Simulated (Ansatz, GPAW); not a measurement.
# BN in line between two Rh chains: relaxation, then transmission at several levels, part 4 of 4

Aim: the conductance of BN in line between two Rh chains after relaxation, and whether geometry, basis or functional moves it most.

GPAW 26.7.0 and Ansatz 0.2.0; Ansatz plane waves; relaxation of the junction with the lead ends held (the session's first sound run).

So far, transmission at the Fermi level (one spin): step 3 (plane-wave reference (PBE)) 1.31; step 4 (GPAW, dzp, PBE, GPAW) 1.38; step 5 (GPAW, szp: basis = "szp(dzp)", PBE, GPAW) 1.43; step 6 (minimal basis, PBE, GPAW) 1.48; step 7 (LDA in the dzp basis: xc = "LDA") 1.40.

## 8. The structure as built: geometry = "as built"

Level of this step: GPAW LCAO, PAW setups; Landauer transmission from Green's functions with principal layers (ASE), zero bias (GPAW).

The dzp basis with PBE on the structure as first built shows what the relaxation was worth.

run.py

```python
import json
import numpy as np
from ase import Atoms
from ase.transport.calculators import TransportCalculator
from gpaw import GPAW, FermiDirac
from gpaw.lcao.tools import get_lcao_hamiltonian
from scipy.linalg import eigh

# The junction with lead layers at both ends, along the third cell vector
device = Atoms(
    ['Rh', 'Rh', 'Rh', 'Rh', 'Rh', 'Rh', 'Rh', 'Rh', 'B', 'N', 'Rh', 'Rh', 'Rh', 'Rh', 'Rh', 'Rh', 'Rh', 'Rh'],
    positions=[
        [4.50000, 4.50000, 1.15000],
        [4.50000, 4.50000, 3.45000],
        [4.50000, 4.50000, 5.75000],
        [4.50000, 4.50000, 8.05000],
        [4.50000, 4.50000, 10.35000],
        [4.50000, 4.50000, 12.65000],
        [4.50000, 4.50000, 14.95000],
        [4.50000, 4.50000, 17.25000],
        [4.50000, 4.50000, 19.15340],
        [4.50000, 4.50000, 20.43340],
        [4.50000, 4.50000, 22.17500],
        [4.50000, 4.50000, 24.47500],
        [4.50000, 4.50000, 26.77500],
        [4.50000, 4.50000, 29.07500],
        [4.50000, 4.50000, 31.37500],
        [4.50000, 4.50000, 33.67500],
        [4.50000, 4.50000, 35.97500],
        [4.50000, 4.50000, 38.27500]],
    cell=[[9.0, 0.0, 0.0], [0.0, 9.0, 0.0], [0.0, 0.0, 39.425]],
    pbc=True)

# One principal layer of the lead: the first 5 atoms of the device
lead = Atoms(
    ['Rh', 'Rh', 'Rh', 'Rh', 'Rh'],
    positions=[
        [4.50000, 4.50000, 1.15000],
        [4.50000, 4.50000, 3.45000],
        [4.50000, 4.50000, 5.75000],
        [4.50000, 4.50000, 8.05000],
        [4.50000, 4.50000, 10.35000]],
    cell=[[9.0, 0.0, 0.0], [0.0, 9.0, 0.0], [0.0, 0.0, 11.5]],
    pbc=True)

settings = dict(mode='lcao', basis='dzp', xc='PBE', h=0.18,
                occupations=FermiDirac(0.1), maxiter=250,
                mixer=dict(beta=0.1, nmaxold=8, weight=100.0),
                convergence=dict(density=0.0001))
energies = np.arange(-2, 2 + 1e-9, 0.025)
eta = 0.0001
n1, n2 = 1, 1
# k and -k transmit alike, so half of the mesh across the current serves
mesh = [(i, j) for i in range(n1) for j in range(n2) if (i, j) <= (-i % n1, -j % n2)]
weights = np.array([1 if (i, j) == (-i % n1, -j % n2) else 2 for i, j in mesh]) / (n1 * n2)


def ground_state(atoms, size, txt):
    atoms.calc = GPAW(kpts={'size': size, 'gamma': True}, symmetry={'tolerance': 1e-3}, txt=txt, **settings)
    atoms.get_potential_energy()
    return atoms.calc.get_fermi_level()


def blocks(atoms, fermi, points, nz, cells):
    """H - E_F S and S between cell 0 and the cells above it, at each point across the current."""
    kz = np.arange(nz) / nz
    calc = atoms.calc.fixed_density(kpts=[(*k, z) for k in points for z in kz], symmetry='off', txt=None)
    H, S = get_lcao_hamiltonian(calc)
    H = (H - fermi * S).reshape(len(H), len(points), nz, *S.shape[1:])
    S = S.reshape(H.shape[1:])
    phases = [np.exp(-2j * np.pi * kz * R) / nz for R in cells]
    return [(np.einsum('skzij,z->ksij', H, p), np.einsum('kzij,z->kij', S, p)) for p in phases]


def pair(a, b):
    return np.block([[a, b], [b.T.conj(), a]])


def count_channels(h, s, cells, nk=240):
    """Half the number of times that the lead's bands cross each energy, unfolded to its shortest repeat."""
    b = len(h) // cells
    bands = []
    for k in (np.arange(nk + 1) + 0.5) / nk:
        hk, sk = h[:b, :b].copy(), s[:b, :b].copy()
        for R in range(1, cells):
            phase, block = np.exp(2j * np.pi * k * R), slice(R * b, (R + 1) * b)
            hk += h[:b, block] * phase + (h[:b, block] * phase).T.conj()
            sk += s[:b, block] * phase + (s[:b, block] * phase).T.conj()
        w, u = eigh(sk)
        x = u[:, w > 1e-5] / w[w > 1e-5]**0.5  # drop near-dependent combinations
        bands.append(np.r_[eigh(x.T.conj() @ hk @ x, eigvals_only=True), [1e9] * (w <= 1e-5).sum()])
    below = np.array(bands)[:, :, None] < energies
    return (below[1:] != below[:-1]).sum((0, 1)) / 2


fermi_lead = ground_state(lead, (1, 1, 10), 'lead.txt')
fermi_device = ground_state(device, (1, 1, 2), 'device.txt')
T, channels, eigen, tail, misfit, shifts = [], [], [], 0.0, 0.0, []
for first in range(0, len(mesh), 342):
    points = [(i / n1, j / n2) for i, j in mesh[first:first + 342]]
    (H0k, S0k), (H1k, S1k), (H2k, _) = blocks(lead, fermi_lead, points, 5, range(3))
    [(Hk, Sk)] = blocks(device, fermi_device, points, 2, [0])
    tail = max(tail, abs(H2k).max())
    for H0, S0, H1, S1, H, S in zip(H0k, S0k, H1k, S1k, Hk, Sk):
        n = len(S0)
        # Shift the lead onto the potential of the device's first layer
        shift = ((H[:, 0, 0] - H0[:, 0, 0]) / S0[0, 0]).real.mean()
        shifts.append(shift)
        misfit = max(misfit, abs(H[:, :n, :n] - H0 - shift * S0).max())
        Tk, Ck, Ek = [], [], []
        for s in range(len(H)):
            t = s % len(H0)  # a lead without moments serves both spins
            h1, s1 = pair(H0[t] + shift * S0, H1[t] + shift * S1), pair(S0, S1)
            leads = dict(h1=h1, s1=s1, energies=energies, eta=eta, eta1=eta, eta2=eta)
            calc = TransportCalculator(h=H[s], s=S, eigenchannels=3, **leads)
            Tk.append(calc.get_transmission())
            Ek.append(np.sort(calc.eigenchannels_ne, axis=0)[::-1])
            Ck.append(count_channels(h1, s1, 10))
        T.append(Tk)
        channels.append(Ck)
        eigen.append(Ek)
T, channels = np.array(T), np.array(channels)
mean, open_channels = np.einsum('kse,k->se', T, weights), np.einsum('kse,k->se', channels, weights)

print(f'basis functions: device {len(S)}, principal layer {n}')
print(f'Fermi level: lead {fermi_lead:.4f} eV, device {fermi_device:.4f} eV; lead shifted by {np.mean(shifts):.4f} eV')
print(f'largest coupling past the next layer {tail:.2e} eV, largest misfit of the first layer {misfit:.3f} eV')
print('  E-E_F (eV)   ' + 'T (one spin)  channels')
for e, t, c in zip(energies, mean.T, open_channels.T):
    print(f'{e:10.3f}  ', *[f'{x:11.4e}' for x in t], *[f'{x:9.4f}' for x in c])

kT = 8.617333e-5 * 300
fine = np.linspace(energies[0], energies[-1], 4001)
both = np.exp(np.interp(fine, energies, np.log(np.maximum(mean.sum(0) * 2 / len(mean), 1e-30))))
fermi = lambda mu: 1 / (1 + np.exp(np.clip((fine - mu) / kT, -200, 200)))
slope = fermi(0) * (1 - fermi(0)) / kT
G = np.trapezoid(both * slope, fine) / 2
seebeck = -np.trapezoid(both * slope * fine, fine) / (2 * G * 300) * 1e6
print(f'conductance at 300 K: {G:.5g} G0 a cell; thermopower {seebeck:.4g} uV/K')
bias = [0.1, 0.2, 0.5, 1.0, 1.5, 2.0]
current = [38.74 * np.trapezoid(both * (fermi(V / 2) - fermi(-V / 2)), fine) for V in bias]
for V, I in zip(bias, current):
    print(f'current from the zero-bias T(E) at {V} V: {I:.5g} uA')
zero = abs(energies).argmin()
json.dump(dict(energies=energies.tolist(), T=mean.tolist(), channels=open_channels.tolist(), G=G, seebeck=seebeck,
               bias=bias, current=current, tail=tail, misfit=misfit, shift=np.mean(shifts), n_device=len(S), n_lead=n,
               fermi=[fermi_lead, fermi_device], energy=device.get_potential_energy(),
               moments=device.get_magnetic_moments().tolist(), mesh=mesh, weights=weights.tolist(),
               T_k=T[:, :, zero].tolist(), eigen=np.array(eigen[0]).tolist()), open('result.json', 'w'))
```

Run with:

```
OMP_NUM_THREADS=1 OPENBLAS_NUM_THREADS=1 python run.py
```

Numbers of over 12 decimals in the logs are rounded to 6 here.

What it wrote:

```text
basis functions: device 458, principal layer 135
Fermi level: lead -3.7261 eV, device -3.7971 eV; lead shifted by -0.0016 eV
largest coupling past the next layer 2.07e-04 eV, largest misfit of the first layer 0.129 eV
  E-E_F (eV)   T (one spin)  [channel counts left out]
    -2.000    1.0052e+00
    -1.975    1.0147e+00
    -1.950    1.0248e+00
[...]
1.975    4.7121e-02
     2.000    4.6615e-02
conductance at 300 K: 1.8999 G0 a cell; thermopower -0.4521 uV/K
current from the zero-bias T(E) at 0.1 V: 14.713 uA
current from the zero-bias T(E) at 0.2 V: 29.384 uA
current from the zero-bias T(E) at 0.5 V: 72.772 uA
current from the zero-bias T(E) at 1.0 V: 141.73 uA
current from the zero-bias T(E) at 1.5 V: 206.36 uA
current from the zero-bias T(E) at 2.0 V: 264.03 uA
```

Wall time 6.3 min (1 thread of Intel Xeon 6975P-C (Granite Rapids), shared host); peak memory 2.4 GiB.

This step gave:

| Property | Result |
| --- | --- |
| conductance | 1.900 G₀ |
| largest coupling past the next principal layer | 2.07e-4 eV |
| largest misfit of the first principal layer | 0.1292 eV |
| shift that aligns the lead | -0.001616 eV |
| transmission at the Fermi level (one spin) | 1.902 |

One spin. Table of transmission, zone mean by energy, zero at the Fermi level:

energy (eV), transmission, zone mean and a bar:
```
   -2.000       1.01 ###############
   -1.800       1.10 #################
   -1.600       1.20 ###################
   -1.400       1.30 ####################
   -1.200       1.38 ######################
   -1.000       1.49 #######################
   -0.800       1.57 #########################
   -0.600       1.63 ##########################
   -0.400       1.73 ###########################
   -0.200       1.84 #############################
    0.000       1.90 ##############################
    0.050       1.91 ##############################
    0.200       1.88 ##############################
    0.400       1.81 ############################
    0.600       1.73 ###########################
    0.800       1.60 #########################
    1.000       1.06 ################
    1.200       0.10 #
    1.400       0.08 
    1.600       0.06 
    1.800       0.05 
    2.000       0.05
```

The conductance, 1.90 G₀, lies 36 % above that of the dzp run.

## 9. Cost and result by level

Times are wall times on the hardware named with each run. The series side by side:

```
no.      run  conductance (G₀)     time  memory (GiB)
  1   pw PBE             1.312     68 s           4.9
  2      dzp             1.393  6.7 min           2.4
  3      szp             1.437  4.2 min           2.2
  4       sz             1.480  3.5 min           2.1
  5  dzp LDA             1.413  5.3 min           2.3
  6  asbuilt             1.900  6.3 min           2.4
```

## 10. Comparison

The curves are compared point by point over the common energies.

This step: comparison of transmission and cost over codes, levels and geometry (GPAW 26.7.0).

Ladder, by row:

```
   step    code  T at the Fermi level (sum over the listed spins)  conductance (G0)  r.m.s. T(E) from the first  wall time (s)  peak memory (GiB)  threads
 pw-pbe  Ansatz                                             1.311             1.312                           0          68.17              4.936        4
    dzp    GPAW                                             1.377             1.393                     0.06701          399.7               2.35        1
    szp    GPAW                                             1.433             1.437                     0.07922          252.7               2.24        1
     sz    GPAW                                             1.476              1.48                      0.1087          209.3               2.14        1
dzp-LDA    GPAW                                             1.397             1.413                     0.08206          320.4               2.34        1
asbuilt    GPAW                                             1.902               1.9                      0.5095          378.4               2.35        1
```

The transmission, zone mean, sum over the listed spins by energy, zero at the Fermi level:

```
energy (eV)  pw-pbe     dzp     szp      sz  dzp-LDA  asbuilt
     -2.000    1.39    1.34    1.36    1.23     1.30     1.01
     -1.850    1.33    1.29    1.31    1.20     1.25     1.07
     -1.800    1.32    1.28    1.30    1.20     1.24     1.10
     -1.600    1.21    1.20    1.23    1.15     1.17     1.20
     -1.400    1.07    1.11    1.14    1.10     1.08     1.30
     -1.200    1.18    1.06    1.11    1.08     1.04     1.38
     -1.000    1.35    1.35    1.42    1.39     1.31     1.49
     -0.800    1.58    1.61    1.65    1.66     1.59     1.57
     -0.750    1.57    1.65    1.67    1.71     1.65     1.59
     -0.725    1.55    1.65    1.67    1.72     1.66     1.59
     -0.600    1.31    1.48    1.47    1.60     1.54     1.63
     -0.400    1.11    1.18    1.17    1.27     1.22     1.73
     -0.200    1.31    1.37    1.36    1.41     1.38     1.84
     -0.100    1.50    1.50    1.52    1.55     1.52     1.88
     -0.050    1.38    1.61    1.62    1.66     1.61     1.89
      0.000    1.31    1.38    1.43    1.48     1.40     1.90
      0.200    1.08    1.10    1.10    1.14     1.09     1.88
      0.400   0.922   0.945   0.902   0.942    0.931     1.81
      0.600   0.766   0.767   0.697   0.737    0.756     1.73
      0.800   0.573   0.525   0.451   0.477    0.523     1.60
      1.000   0.348   0.254   0.205   0.206    0.259     1.06
      1.200  0.0992  0.0884  0.0826  0.0814   0.0781    0.103
      1.400  0.0834  0.0758  0.0719  0.0717   0.0678   0.0772
      1.600  0.0759  0.0702  0.0661  0.0669   0.0624   0.0600
      1.800  0.0717  0.0670  0.0632  0.0651   0.0596   0.0516
      2.000  0.0701  0.0662  0.0625  0.0658   0.0589   0.0466
```

## 11. Temperature 150

Temperature enters only through the Fermi window.

This step: GPAW LCAO, PAW setups; Landauer transmission from Green's functions with principal layers (ASE), zero bias (GPAW 26.7.0).

run.py, as its differences from that of step 8:

```diff
@@ -18,8 +18,8 @@
         [4.50000, 4.50000, 12.65000],
-        [4.50000, 4.50000, 14.95000],
-        [4.50000, 4.50000, 17.25000],
-        [4.50000, 4.50000, 19.15340],
-        [4.50000, 4.50000, 20.43340],
-        [4.50000, 4.50000, 22.17500],
-        [4.50000, 4.50000, 24.47500],
+        [4.60416, 4.25866, 14.92431],
+        [4.22737, 5.26944, 17.07334],
+        [4.47588, 4.62082, 18.92190],
+        [4.52741, 4.49374, 20.25373],
+        [4.52459, 4.48248, 22.13899],
+        [4.55599, 4.49576, 24.37212],
         [4.50000, 4.50000, 26.77500],
@@ -131,3 +131,3 @@
 
-kT = 8.617333e-5 * 300
+kT = 8.617333e-5 * 150
 fine = np.linspace(energies[0], energies[-1], 4001)
@@ -137,4 +137,4 @@
 G = np.trapezoid(both * slope, fine) / 2
-seebeck = -np.trapezoid(both * slope * fine, fine) / (2 * G * 300) * 1e6
-print(f'conductance at 300 K: {G:.5g} G0 a cell; thermopower {seebeck:.4g} uV/K')
+seebeck = -np.trapezoid(both * slope * fine, fine) / (2 * G * 150) * 1e6
+print(f'conductance at 150 K: {G:.5g} G0 a cell; thermopower {seebeck:.4g} uV/K')
 bias = [0.1, 0.2, 0.5, 1.0, 1.5, 2.0]
```

What it wrote:

```text
basis functions: device 458, principal layer 135
Fermi level: lead -3.7261 eV, device -3.7878 eV; lead shifted by -0.0007 eV
largest coupling past the next layer 2.07e-04 eV, largest misfit of the first layer 0.065 eV
  E-E_F (eV)   T (one spin)  [channel counts left out]
    -2.000    1.3351e+00
    -1.975    1.3247e+00
    -1.950    1.3157e+00
    -1.925    1.3077e+00
    -1.900    1.3007e+00
    -1.875    1.2944e+00
    -1.850    1.2884e+00
    -1.825    1.2825e+00
    -1.800    1.2765e+00
    -1.775    1.2700e+00
    -1.750    1.2629e+00
    -1.725    1.2549e+00
    -1.700    1.2461e+00
    -1.675    1.2364e+00
    -1.650    1.2259e+00
    -1.625    1.2146e+00
[...]
1.825    6.6741e-02
     1.850    6.6554e-02
     1.875    6.6405e-02
     1.900    6.6294e-02
     1.925    6.6220e-02
     1.950    6.6185e-02
     1.975    6.6189e-02
     2.000    6.6234e-02
conductance at 150 K: 1.3872 G0 a cell; thermopower 7.089 uV/K
current from the zero-bias T(E) at 0.1 V: 10.828 uA
current from the zero-bias T(E) at 0.2 V: 21.588 uA
current from the zero-bias T(E) at 0.5 V: 50.979 uA
current from the zero-bias T(E) at 1.0 V: 93.188 uA
current from the zero-bias T(E) at 1.5 V: 136.53 uA
current from the zero-bias T(E) at 2.0 V: 173.83 uA
```

Elapsed: 6.7 min, on 1 thread; peak memory 2.3 GiB.

Numbers from this step:

| Property | Result |
| --- | --- |
| conductance | 1.387 G₀ |
| largest misfit of the first principal layer | 0.06519 eV |
| shift that aligns the lead | -6.75e-4 eV |
| transmission at the Fermi level (one spin) | 1.377 |

One spin. Table of transmission, zone mean by energy, zero at the Fermi level:

energy (eV), transmission, zone mean and a bar:
```
   -2.000       1.34 ########################
   -1.800       1.28 #######################
   -1.600       1.20 ######################
   -1.400       1.11 ####################
   -1.200       1.06 ###################
   -1.000       1.35 ########################
   -0.800       1.61 #############################
   -0.725       1.65 ##############################
   -0.600       1.48 ###########################
   -0.400       1.18 #####################
   -0.200       1.37 #########################
   -0.050       1.61 #############################
    0.000       1.38 #########################
    0.200       1.10 ####################
    0.400       0.95 #################
    0.600       0.77 #############
    0.800       0.52 #########
    1.000       0.25 ####
    1.200       0.09 
    1.400       0.08 
    1.600       0.07 
    1.800       0.07 
    2.000       0.07
```

Not self-consistent under bias; the bias window is split evenly. The current through one cell, from the zero-bias transmission by bias:

```
bias (V)  current through one cell, from the zero-bias transmission (μA)
   0.100                                                            10.8
   0.200                                                            21.6
   0.500                                                            51.0
   1.000                                                            93.2
   1.500                                                             137
   2.000                                                             174
```

Transmission of the three most open eigenchannels against energy, zero at the Fermi level:

```
energy (eV)  channel 1  channel 2  channel 3
     -2.000      0.658      0.633     0.0439
     -1.900      0.661      0.594     0.0454
     -1.800      0.687      0.542     0.0476
     -1.700      0.693      0.502     0.0506
     -1.600      0.674      0.474     0.0546
     -1.500      0.638      0.455     0.0597
     -1.400      0.600      0.443     0.0666
     -1.300      0.570      0.432     0.0766
     -1.200      0.551      0.409     0.0956
     -1.100      0.581      0.500      0.143
     -1.000      0.704      0.544      0.107
     -0.900      0.800      0.578     0.0861
     -0.800      0.907      0.631     0.0689
     -0.700      0.904      0.678     0.0584
     -0.600      0.715      0.704     0.0559
     -0.500      0.699      0.513     0.0593
     -0.400      0.661      0.445     0.0708
     -0.300      0.649      0.481     0.0916
     -0.200      0.668      0.571      0.128
     -0.100      0.702      0.600      0.202
      0.000      0.657      0.400      0.319
      0.100      0.570      0.319      0.316
      0.200      0.563      0.289      0.250
      0.300      0.561      0.266      0.195
      0.400      0.550      0.244      0.150
      0.500      0.528      0.222      0.112
      0.600      0.490      0.196     0.0803
      0.700      0.435      0.164     0.0543
      0.800      0.366      0.125     0.0338
      0.900      0.303     0.0800     0.0155
      1.000      0.212     0.0353    0.00652
      1.100      0.100     8.9e-8     1.6e-9
      1.200     0.0884     9.0e-8    5.8e-12
      1.300     0.0814     9.1e-8          0
      1.400     0.0758     9.2e-8          0
      1.500     0.0728     9.2e-8          0
      1.600     0.0702     9.3e-8          0
      1.700     0.0682     9.4e-8          0
      1.800     0.0670     9.5e-8          0
      1.900     0.0663     9.5e-8          0
      2.000     0.0662     9.6e-8          0
```

With these changes, and at 150 K in place of 300 K, the conductance is 1.39 G₀ against 1.39 in the dzp run; T at the Fermi level, which temperature doesn't enter, is 1.38 against 1.38.

## 12. What came out

* conductance: 1.39 G₀
* transmission at the Fermi level, mean of the spins: 1.38

What this shows: In the dzp basis the junction conducts 1.39 G₀ at 300 K, with T = 1.38 a spin at the Fermi level; the sz basis reaches that conductance within 10 %. Relaxation moved atoms by up to 0.84 Å and took the conductance from 1.90 to 1.39 G₀, as a ratio a larger change than the step from dzp to the minimal basis. Plane waves (PBE) give T = 1.31 there. At the Fermi level the three most open eigenchannels pass 0.66, 0.40 and 0.32. Measured against the first run (pw-pbe), the nearest curve is that of dzp (r.m.s. 0.067) and the farthest that of asbuilt (0.51). Over the compared runs wall time goes from 68 s (pw-pbe) to 400 s (dzp), on a shared host; the plane-wave run used 4 threads and the orbital runs 1. The leads kept an estimated spacing and the cell its length, so the junction may be under some tension or compression. The run had no spin polarisation, so a magnetic state, which chains and small molecules with open shells often have, wasn't tested. An evenly spaced straight chain is an idealisation: free chains tend to dimerise, zigzag or, where a band edge lies near the Fermi level, turn magnetic. The currents use the zero-bias T(E) throughout, which holds only while the bias is small against the distance to the nearest feature. The thermopower isn't quoted: it samples T(E) farther from the Fermi level than the conductance does, and the energy grid wasn't tested for it.

[Logs are printed without paths, hosts, clocks, repeated set-up lines and the standing remarks that a program may print on its own settings, such as how far it seeks lower states.]

[Hosts, paths, dates, database ids (printed as entryN), source tags and the programs' standing remarks are cut or masked in the printed files.]
